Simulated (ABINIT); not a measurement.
Here is an ABINIT 10.8.3 (patched build) calculation.

Contents of run.abi:

```
pp_dirpath "./"
pseudos "W.upf"

acell 5.1791760466 5.1791760466 5.1791760466
rprim
    -0.5773502692     0.5773502692     0.5773502692
     0.5773502692    -0.5773502692     0.5773502692
     0.5773502692     0.5773502692    -0.5773502692
ntypat 1
znucl 74
natom 1
typat 1
xred
     0.0000000000     0.0000000000     0.0000000000

ecut 30.0

kptopt 1
ngkpt 8 8 8
nshiftk 1
shiftk 0.0 0.0 0.0

ixc -428
fockdownsampling 2 2 2

nband 11
occopt 3
tsmear 0.05 eV

nstep 60
toldfe 1.0e-7

iomode 3
prtwf 0
prtden 0
prteig 0
prtebands 0
enunit 2
```

Potentials or basis: PseudoDojo NC SR PBE v0.4.1 standard.

The run is started by

```console
$ mpirun --bind-to none -np 4 abinit run.abi > log 2>&1
```

Problem. What does it give for the band gap on the k mesh?

Solution. None (metal or under the smearing width).

Caveat: Libxc's HSE differs a little from that of other programs. The run has no spin-orbit coupling, so splittings on W are missing.
